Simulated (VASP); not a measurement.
Wanted: the native input for a VASP 6.6.1 run.

```yaml
Task: band structure
Functional: r2SCAN
Potentials_or_basis: VASP PAW PBE potentials, release 64 (Zn, O)
Cutoff: 520 eV
k_mesh: 10 × 10 × 6
Occupations: gaussian, width 0.02 eV
Spin: no spin polarisation
Further_INCAR_settings: ALGO = Normal; EDIFF = 1e-06; NBANDS = 26
```

The structure of ZnO lies in POSCAR:

```
ZnO                                     
1.0
    3.2404978754     -0.0000000000      0.0000000000
   -1.6202489377      2.8063534828     -0.0000000000
    0.0000000000     -0.0000000000      5.2180415815
  Zn              O             
     2     2
Direct
     0.3333333300000021    0.6666666699999979    0.9986964189950233
     0.6666666699999979    0.3333333300000021    0.4986964189950234
     0.3333333300000021    0.6666666699999979    0.3783035810049790
     0.6666666699999979    0.3333333300000021    0.8783035810049792
```

The cell was built by a generator and needn't be a form met in nature.

These files were run (other wordings do the same):

INCAR

```
PREC = Accurate ; ENCUT = 520
EDIFF = 1E-6 ; ISMEAR = 0
SIGMA = 0.02 ; LREAL = F
LASPH = T ; NELM = 80
ALGO = Normal ; ISIF = 2
LWAVE = F ; LCHARG = F
METAGGA = R2SCAN ; LMIXTAU = T
NBANDS = 26
```

KPOINTS

```
Automatic mesh
0
Gamma
  10 10 6
```

KPOINTS_OPT

```
path GMKGALHA,LM,KH
10
line-mode
reciprocal
 0.0000000000  0.0000000000  0.0000000000  G
 0.5000000000  0.0000000000  0.0000000000  M

 0.5000000000  0.0000000000  0.0000000000  M
 0.3333333333  0.3333333333  0.0000000000  K

 0.3333333333  0.3333333333  0.0000000000  K
 0.0000000000  0.0000000000  0.0000000000  G

 0.0000000000  0.0000000000  0.0000000000  G
 0.0000000000  0.0000000000  0.5000000000  A

 0.0000000000  0.0000000000  0.5000000000  A
 0.5000000000  0.0000000000  0.5000000000  L

 0.5000000000  0.0000000000  0.5000000000  L
 0.3333333333  0.3333333333  0.5000000000  H

 0.3333333333  0.3333333333  0.5000000000  H
 0.0000000000  0.0000000000  0.5000000000  A

 0.5000000000  0.0000000000  0.5000000000  L
 0.5000000000  0.0000000000  0.0000000000  M

 0.3333333333  0.3333333333  0.0000000000  K
 0.3333333333  0.3333333333  0.5000000000  H
```

Potentials or basis: VASP PAW PBE potentials, release 64 (Zn, O).

Command:

```bash
$ cat potpaw_PBE.64/Zn/POTCAR potpaw_PBE.64/O/POTCAR > POTCAR
$ mpirun -np 1 vasp_std > vasp.out
```

Results of the run:

The pressure is 0.3 GPa, the largest force is 0.010 eV/Å and the band gap on the k mesh is 1.23 eV, direct. The band gap along the path is 1.23 eV, direct.

Caveat: the PAW data sets were made with another functional, which shifts forces and pressure a little.

Run time: 2.7 min on 1 thread of Intel(R) Xeon(R) 6975P-C (Granite Rapids) (shared host), peak memory 0.25 GiB.
